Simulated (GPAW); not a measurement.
# InAs (F-43m) in GPAW: a series of runs, part 2 of 2

GPAW 26.7.0.

## Step 3: Single point, TB-mBJ

Contents of run.py:

```python
from ase import Atoms
from ase.dft.bandgap import bandgap
from ase.io import write
from gpaw import GPAW, PW

atoms = Atoms(['In', 'As'],
              cell=[[0.0, 3.018, 3.018],
                    [3.018, 0.0, 3.018],
                    [3.018, 3.018, 0.0]],
              scaled_positions=[[0.0, 0.0, 0.0],
                                [0.75, 0.75, 0.75]],
              pbc=True)

calc = GPAW(mode=PW(600),
            xc='TB09',
            kpts={'size': (6, 6, 6), 'gamma': True},
            occupations={'name': 'fermi-dirac', 'width': 0.05},
            nbands=18,
            convergence={'density': 1e-05, 'energy': 1e-05},
            eigensolver='cg',
            maxiter=150,
            txt='gpaw.txt')
atoms.calc = calc
energy = atoms.get_potential_energy()
calc.write('gs.gpw')
write('result.traj', atoms)
print('Fermi level:', round(calc.get_fermi_level(), 4), 'eV')
print(f'Gap: {bandgap(calc)[0]:.4f} eV, direct: {bandgap(calc, direct=True)[0]:.4f} eV')
```

Potentials or basis: GPAW PAW data sets for LDA (gpaw-data 1.2.1), pw.

On the command line:

```console
OMP_NUM_THREADS=1 python run.py
```

gpaw.txt:

```text
___ ___ ___ _ _ _
 |   |   |_  | | | |
 | | | | | . | | | |
 |__ |  _|___|_____|  26.7.0
 |___|_|

Input parameters:
  convergence: {density: 1e-05,
                energy: 1e-05}
  eigensolver: cg
  kpts: {gamma: True,
         size: (6, 6, 6)}
  maxiter: 150
  mode: {ecut: 600.0,
         name: pw}
  nbands: 18
  occupations: {name: fermi-dirac,
                width: 0.05}
  xc: TB09

System changes: positions, numbers, cell, pbc, initial_charges, initial_magmoms

Initialize ...

species:
  In:
    name:    Indium
    Z:       49.0
    valence: 13
    core:    36
    charge:  0.0  # [|e|]
    compensation charges:
      type: gauss
      rc: 0.36  # [Å]
      lmax: 2
    cutoffs:
      filter: 2.09  # [Å]
      core: 2.48  # [Å]
    projectors
    | kind |    occ | energy [eV] | rcut [Å] |
    |------|--------|-------------|----------|
    |   5s |  2.000 |      -8.474 |    1.185 |
    |   5p |  1.000 |      -2.700 |    1.244 |
    |   4d | 10.000 |     -18.723 |    1.148 |
    |    s |        |      18.738 |    1.185 |
    |    p |        |      24.512 |    1.244 |
    |    d |        |       8.489 |    1.148 |

    Using partial waves for In as LCAO basis

  As:
    name:    Arsenic
    Z:       33.0
    valence: 5
    core:    28
    charge:  0.0  # [|e|]
    compensation charges:
      type: gauss
      rc: 0.33  # [Å]
      lmax: 2
    cutoffs:
      filter: 1.87  # [Å]
      core: 2.96  # [Å]
    projectors
    | kind |    occ | energy [eV] | rcut [Å] |
    |------|--------|-------------|----------|
    |   4s |  2.000 |     -14.691 |    1.058 |
    |   4p |  3.000 |      -5.342 |    1.058 |
    |    s |        |      12.520 |    1.058 |
    |    p |        |      21.869 |    1.058 |
    |    d |        |       0.000 |    1.058 |

    Using partial waves for As as LCAO basis

Reference energy: -221254.198245  # eV

Spin-paired calculation

Convergence criteria:
 Maximum [total energy] change in last 3 cyles: 1e-05 eV / valence electron
 Maximum integral of absolute [dens]ity change: 1e-05 electrons / valence electron
 Maximum integral of absolute [eigenst]ate change: 4e-08 eV^2 / valence electron
 Maximum number of scf [iter]ations: 150
 (Square brackets indicate name in SCF output, whereas a 'c' in
 the SCF output indicates the quantity has converged.)

Symmetries present (total): 24

  ( 1  0  0)  ( 1  0  0)  ( 1  0 -1)  ( 1  0 -1)  ( 1 -1  0)  ( 1 -1  0)
  ( 0  1  0)  ( 0  0  1)  ( 0  1 -1)  ( 0  0 -1)  ( 0 -1  1)  ( 0 -1  0)
  ( 0  0  1)  ( 0  1  0)  ( 0  0 -1)  ( 0  1 -1)  ( 0 -1  0)  ( 0 -1  1)

  ( 0  1  0)  ( 0  1  0)  ( 0  1 -1)  ( 0  1 -1)  ( 0  0  1)  ( 0  0  1)
  ( 1  0  0)  ( 0  0  1)  ( 1  0 -1)  ( 0  0 -1)  ( 1  0  0)  ( 0  1  0)
  ( 0  0  1)  ( 1  0  0)  ( 0  0 -1)  ( 1  0 -1)  ( 0  1  0)  ( 1  0  0)

  ( 0  0 -1)  ( 0  0 -1)  ( 0 -1  1)  ( 0 -1  1)  ( 0 -1  0)  ( 0 -1  0)
  ( 1  0 -1)  ( 0  1 -1)  ( 1 -1  0)  ( 0 -1  0)  ( 1 -1  0)  ( 0 -1  1)
  ( 0  1 -1)  ( 1  0 -1)  ( 0 -1  0)  ( 1 -1  0)  ( 0 -1  1)  ( 1 -1  0)

  (-1  1  0)  (-1  1  0)  (-1  0  1)  (-1  0  1)  (-1  0  0)  (-1  0  0)
  (-1  0  1)  (-1  0  0)  (-1  1  0)  (-1  0  0)  (-1  1  0)  (-1  0  1)
  (-1  0  0)  (-1  0  1)  (-1  0  0)  (-1  1  0)  (-1  0  1)  (-1  1  0)

216 k-points: 6 x 6 x 6 Monkhorst-Pack grid + [1/12,1/12,1/12]
16 k-points in the irreducible part of the Brillouin zone
       k-points in crystal coordinates                weights
   0:     0.00000000    0.00000000    0.00000000          1/216
   1:     0.16666667    0.16666667    0.00000000          6/216
   2:     0.16666667    0.16666667    0.16666667          8/216
   3:     0.33333333    0.16666667    0.16666667         12/216
   4:     0.33333333    0.33333333   -0.33333333         12/216
   5:     0.33333333    0.33333333    0.00000000          6/216
   6:     0.33333333    0.33333333    0.16666667         24/216
   7:     0.33333333    0.33333333    0.33333333          8/216
   8:     0.50000000    0.33333333   -0.33333333         24/216
   9:     0.50000000    0.33333333   -0.16666667         12/216
          ...
  15:     0.50000000    0.50000000    0.50000000          4/216

Wave functions: Plane wave expansion
  Cutoff energy: 600.000 eV
  Number of coefficients (min, max): 1804, 1853
  Pulay-stress correction: 0.000000 eV/Ang^3 (de/decut=0.000000)
  Using FFTW library
  ScaLapack parameters: grid=1x1, blocksize=None
  Wavefunction extrapolation:
    Improved wavefunction reuse through dual PAW basis

Occupation numbers: Fermi-Dirac:
  width: 0.0500  # eV

Eigensolver
   CG(niter=4, rtol=3.0e-01)

Densities:
  Coarse grid: 25*25*25 grid
  Fine grid: 50*50*50 grid
  Total Charge: 0.000000

Density mixing:
  Method: separate
  Backend: msr1
  Linear mixing parameter: 0.05
  old densities: 10
  Width of damping distribution: 1.1
  Damping of long wavelength oscillations: 20

Hamiltonian:
  XC and Coulomb potentials evaluated on a 50*50*50 grid
  Using the TB09 Exchange-Correlation functional
  External potential:
    NoExternalPotential

XC parameters: TB09 with 2 nearest neighbor stencil

Number of atoms: 2
Number of atomic orbitals: 13
Number of bands in calculation: 18
Number of valence electrons: 18
Bands to converge: occupied

... initialized

Initializing position-dependent things.

Density initialized from atomic densities
Creating initial wave functions:
  13 bands from LCAO basis set
  5 bands from random numbers

                     As

       In

Atomic positions and initial magnetic moments

Positions:
   0 In     0.000000    0.000000    0.000000    ( 0.0000,  0.0000,  0.0000)
   1 As     4.527000    4.527000    4.527000    ( 0.0000,  0.0000,  0.0000)

Unit cell:
           periodic     x           y           z      points  spacing
  1. axis:    yes    0.000000    3.018000    3.018000    25     0.1394
  2. axis:    yes    3.018000    0.000000    3.018000    25     0.1394
  3. axis:    yes    3.018000    3.018000    0.000000    25     0.1394

  Lengths:   4.268097   4.268097   4.268097
  Angles:   60.000000  60.000000  60.000000

Effective grid spacing dv^(1/3) = 0.1521

iter:   1  6383.901756
iter:   2  6383.929504   +1.73  -0.90
iter:   3  6385.966523   +0.80  -0.85
iter:   4  6385.492726   -0.01  -1.23
iter:   5  6386.505170   -0.61  -1.11
iter:   6  6387.431139   -1.11  -1.21
iter:   7  6388.764891   -1.50  -1.26
iter:   8  6390.499791   -1.47  -1.37
iter:   9  6392.798729   -1.38  -1.53
iter:  10  6393.198996   -1.89  -1.75
iter:  11  6392.098857   -2.33  -2.13
[... 4 lines left out ...]
iter:  16  6392.144719   -4.52  -3.03
iter:  17  6392.139356   -5.30  -3.18
iter:  18  6392.179225   -4.76  -3.15
iter:  19  6392.184150   -5.05  -3.73
iter:  20  6392.207542   -5.36  -3.66
iter:  21  6392.206441   -5.38  -3.95
iter:  22  6392.211516   -5.95  -4.13
iter:  23  6392.210045   -6.25  -4.61
iter:  24  6392.210907   -6.97  -4.89
iter:  25  6392.210221   -7.36  -4.73
iter:  26  6392.209891   -7.85c -5.54c
iter:  27  6392.210018   -8.48c -6.04c
iter:  28  6392.209882c  -8.73c -5.96c

Converged after 28 iterations.

Dipole moment: (2.939062, 2.939062, 2.939062) |e|*Ang

Energy contributions relative to reference atoms: (reference = -221254.198245)

Kinetic:        +51.440266
Potential:      -46.204750
External:        +0.000000
XC:            +6387.134647
Entropy (-ST):   -0.000007
Local:           -0.160278
SIC:             +0.000000
--------------------------
Free energy:   +6392.209879
Extrapolated:  +6392.209882

Showing only first 2 kpts
 Kpt  Band  Eigenvalues  Occupancy
  0     7      4.96969    1.99945
  0     8      4.96970    1.99945
  0     9      5.73356    0.00168
  0    10      9.31264    0.00000

  1     7      4.19851    2.00000
  1     8      4.19852    2.00000
  1     9      7.77404    0.00000
  1    10      8.41221    0.00000

Fermi level: 5.37953

Gap: 0.764 eV
Transition (v -> c):
  (s=0, k=0, n=8, [0.00, 0.00, 0.00]) -> (s=0, k=0, n=9, [0.00, 0.00, 0.00])
No difference between direct/indirect transitions
Writing to gs.gpw (mode='')
```

Run time: 33 s. Hardware: 1 thread of Arm Neoverse V1, shared host; peak memory 0.29 GiB.

Results:

| Item | Value |
| --- | --- |
| Band gap on the k mesh | 0.76 eV, direct |

Levels at points of the mesh, in eV from the valence-band top:
| k point | band 5 | band 6 | band 7 | band 8 | band 9 | band 10 | band 11 | band 12 | band 13 | band 14 |
| --- | --- | --- | --- | --- | --- | --- | --- | --- | --- | --- |
| (0.00, 0.00, 0.00) | -14.58 | -11.62 | 0.00 | 0.00 | 0.00 | 0.76 | 4.34 | 4.34 | 4.34 | 8.51 |
| (0.50, 0.50, 0.00) | -14.56 | -9.65 | -5.50 | -2.21 | -2.21 | 2.14 | 2.57 | 9.97 | 9.97 | 9.97 |
| (0.50, 0.50, 0.50) | -14.58 | -10.19 | -5.44 | -0.93 | -0.93 | 1.67 | 5.05 | 5.05 | 7.69 | 9.88 |

Caveat: a model potential gives levels but no total energy; the PAW data sets were made with another functional, which shifts forces and pressure a little; spin-orbit coupling is left out, which moves the levels of the heavy elements.

## Step 4: Band structure, r2SCAN, spin-orbit coupling, no magnetisation

Contents of run.py:

```python
import numpy as np
from ase.dft.bandgap import bandgap
from ase.io import read, write
from ase.units import GPa
from gpaw import GPAW, PW
from gpaw.spinorbit import soc_eigenstates

atoms = read('POSCAR')

calc = GPAW(mode=PW(600),
            xc='MGGA_X_R2SCAN+MGGA_C_R2SCAN',
            kpts={'size': (6, 6, 6), 'gamma': True},
            occupations={'name': 'fermi-dirac', 'width': 0.05},
            nbands=18,
            convergence={'density': 1e-05, 'energy': 1e-05},
            maxiter=150,
            txt='gpaw.txt')
atoms.calc = calc
energy = atoms.get_potential_energy()
forces = atoms.get_forces()
stress = atoms.get_stress()
calc.write('gs.gpw')
write('result.traj', atoms)
print(f'Energy: {energy:.6f} eV')
print('Forces (eV/A):')
print(forces.round(4))
print('Stress (GPa):', (stress / GPa).round(3))
print('Fermi level:', round(calc.get_fermi_level(), 4), 'eV')
print(f'Gap: {bandgap(calc)[0]:.4f} eV, direct: {bandgap(calc, direct=True)[0]:.4f} eV')

path = atoms.cell.bandpath('GXWKGLUWLK,UX', npoints=60, eps=1e-4)
bs_calc = calc.fixed_density(kpts=path, symmetry='off', nbands=30,
                             convergence={'bands': 'CBM+6.0', 'eigenstates': 1e-6}, txt='bands.txt')
bs = bs_calc.band_structure()
bs.write('bs.json')
print(f'Gap on the path: {bandgap(bs_calc)[0]:.4f} eV')

soc = soc_eigenstates(bs_calc, theta=0, phi=0, ignore_xc_potential=True)
np.savetxt('soc_bands.dat', soc.eigenvalues(), fmt='%.4f')
mesh = soc_eigenstates('gs.gpw', theta=0, phi=0, ignore_xc_potential=True)
np.savetxt('soc_mesh.dat', mesh.eigenvalues(), fmt='%.4f')
print('Fermi level with spin-orbit coupling:', round(mesh.fermi_level, 4), 'eV')
```

Contents of POSCAR:

```
InAs
1.0
    0.0000000000      3.0180000000      3.0180000000
    3.0180000000      0.0000000000      3.0180000000
    3.0180000000      3.0180000000      0.0000000000
In As
1 1
Direct
    0.0000000000      0.0000000000      0.0000000000
    0.7500000000      0.7500000000      0.7500000000
```

Potentials or basis: GPAW PAW data sets (gpaw-data 1.2.1), pw.

On the command line:

```console
OMP_NUM_THREADS=1 python run.py
```

Run time: 2 min. Hardware: 1 thread of Arm Neoverse V1, shared host; peak memory 0.4 GiB.

It converged, with:

```yaml
Free_energy: -30.9359 eV
Pressure: 2.1 GPa
Band_gap_on_the_k_mesh: 0.16 eV, direct
Band_gap_along_the_path: 0.16 eV, direct
```

Levels at the corners of the path, in eV from the valence-band top:
| point | band 15 | band 16 | band 17 | band 18 | band 19 | band 20 | band 21 | band 22 |
| --- | --- | --- | --- | --- | --- | --- | --- | --- |
| Γ | 0.00 | 0.00 | 0.00 | 0.00 | 0.16 | 0.16 | 3.80 | 3.80 |
| X | -2.55 | -2.55 | -2.55 | -2.55 | 1.70 | 1.70 | 2.24 | 2.24 |
| W | -3.24 | -3.16 | -3.14 | -3.03 | 4.38 | 4.48 | 4.53 | 4.58 |
| K | -3.52 | -3.51 | -2.16 | -2.15 | 2.29 | 2.29 | 4.50 | 4.55 |
| Γ | 0.00 | 0.00 | 0.00 | 0.00 | 0.16 | 0.16 | 3.80 | 3.80 |
| L | -1.28 | -1.28 | -1.02 | -1.02 | 1.21 | 1.21 | 4.82 | 4.82 |
| U | -3.52 | -3.51 | -2.16 | -2.15 | 2.29 | 2.29 | 4.50 | 4.55 |
| W | -3.24 | -3.16 | -3.14 | -3.03 | 4.38 | 4.48 | 4.53 | 4.58 |
| L | -1.28 | -1.28 | -1.02 | -1.02 | 1.21 | 1.21 | 4.82 | 4.82 |
| K | -3.52 | -3.51 | -2.16 | -2.15 | 2.29 | 2.29 | 4.50 | 4.55 |
| U | -3.52 | -3.51 | -2.16 | -2.15 | 2.29 | 2.29 | 4.50 | 4.55 |
| X | -2.55 | -2.55 | -2.55 | -2.55 | 1.70 | 1.70 | 2.24 | 2.24 |

Caveat: spin-orbit coupling was added after a scalar SCF, so levels and gaps hold it while energy, forces, pressure and moments don't; this program's spin-orbit splittings come out too wide for heavy elements; the PAW data sets were made with another functional, which shifts forces and pressure a little.

## Step 5: Overview

| task | level | potentials or basis | spin | band path | band points | spin axis theta (degrees) | spin axis phi (degrees) | gap on the mesh (eV) | pressure (GPa) |
| --- | --- | --- | --- | --- | --- | --- | --- | --- | --- |
| band structure | r4SCAN | GPAW PAW data sets (gpaw-data 1.2.1), pw | SOC, no magnetisation | GXWKGLUWLK,UX | 60 | 90 | 45 | - | 1.6 |
| single point | TB-mBJ | GPAW PAW data sets for LDA (gpaw-data 1.2.1), pw | off | - | - | - | - | 0.76 | - |
| band structure | r2SCAN | GPAW PAW data sets (gpaw-data 1.2.1), pw | SOC, no magnetisation | GXWKGLUWLK,UX | 60 | 0 | 0 | 0.16 | 2.1 |

Alike in all rows: cell as given; k mesh 6 × 6 × 6; cutoff (eV) 600; smearing fermi-dirac 0.05 eV.

Caveats: the PAW data sets were made with another functional, which shifts forces and pressure a little; spin-orbit coupling was added after a scalar SCF, so levels and gaps hold it while energy, forces, pressure and moments don't (some runs); this program's spin-orbit splittings come out too wide for heavy elements (some runs); this crystal is a semiconductor, whose small gap the functional closes, so the metal is an error of the method (some runs); a model potential gives levels but no total energy (some runs); spin-orbit coupling is left out, which moves the levels of the heavy elements (some runs).

Total energies depend on the potentials used, so only differences within one code and one set of settings carry meaning.

## Step 6: Comparison with measurements

Step 2. Against the measured gap of InAs, 0.418 eV (direct; 4.2 K; a printed reference work, data compilation), the calculated 0.00 eV is off by -0.42 eV. The value is that of r4SCAN, without temperature or zero-point motion.

Step 3. A measured gap of InAs is 0.418 eV (direct; 4.2 K; a printed reference work, data compilation); the calculated 0.76 eV misses it by +0.35 eV. Spin-orbit coupling on As, In is left out. The value is that of TB-mBJ, without temperature or zero-point motion.

Step 4. Against the measured gap of InAs, 0.418 eV (direct; 4.2 K; a printed reference work, data compilation), the calculated 0.16 eV is off by -0.26 eV. The value is that of r2SCAN, without temperature or zero-point motion.
